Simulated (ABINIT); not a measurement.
Set up this calculation in ABINIT 10.8.3 (patched build), as the native input.

```
Task                : band structure
Functional          : WC
Potentials or basis : JTH PAW PBE v2.0
Cutoff              : 844 eV
k mesh              : 13 × 13 × 13
Occupations         : fermi-dirac, width 0.05 eV
Spin                : collinear spin, ferromagnetic start
Starting moments    : [3.0] μB
Fine-grid cutoff    : 1442.2 eV
```

Crystal: Fe.

```
Fe
1.0
    -1.44300    1.44300    1.44300
     1.44300   -1.44300    1.44300
     1.44300    1.44300   -1.44300
Fe
1
Direct
  0.00000 0.00000 0.00000
```

One way to write it, as run:

run.abi

```
ndtset 2

pp_dirpath "./"
pseudos "Fe.GGA_PBE-JTH.xml"

acell 3*1.0 Angstrom
rprim
    -1.4430000000     1.4430000000     1.4430000000
     1.4430000000    -1.4430000000     1.4430000000
     1.4430000000     1.4430000000    -1.4430000000
ntypat 1
znucl 26
natom 1
typat 1
xred
     0.0000000000     0.0000000000     0.0000000000

ecut 31.0
pawecutdg 53.0
pawxcdev 0

ixc 23

occopt 3
tsmear 0.00183747

nsppol 2
spinat
     0.0000000000     0.0000000000     3.0000000000

nstep 100

iomode 3
prtwf 0
prteig 0
prtebands 0
prtden1 1

kptopt1 1
ngkpt1 13 13 13
nshiftk1 1
shiftk1 0.0 0.0 0.0
nband1 13
tolvrs1 1.0e-9

iscf2 -2
getden2 1
nband2 19
nbdbuf2 4
tolwfr2 1.0e-11
kptopt2 -5
ndivsm2 6
prteig2 1
prtvol2 -3
kptbounds2
     0.0000000000     0.0000000000     0.0000000000
     0.5000000000    -0.5000000000     0.5000000000
     0.0000000000     0.0000000000     0.5000000000
     0.0000000000     0.0000000000     0.0000000000
     0.2500000000     0.2500000000     0.2500000000
     0.5000000000    -0.5000000000     0.5000000000
```

Potentials or basis: JTH PAW PBE v2.0.

Run with:

```console
$ abinit run.abi > log 2>&1
```

Results of the run:

* Pressure: -18.6 GPa
* Band gap on the k mesh: none (metal or under the smearing width)
* Net moment: 2.22 μB per cell
* Site moments: Fe +2.27 μB
* Valence electrons inside the program's atomic spheres: Fe 14.38 (radii [1.1194] Å)

Caveat: the PAW data sets were made with another functional, which shifts forces and pressure a little.

It took 81 s on 1 thread of AMD EPYC 7R43 64-Core Processor (Zen 3), with other jobs on the host, peak memory 0.15 GiB.
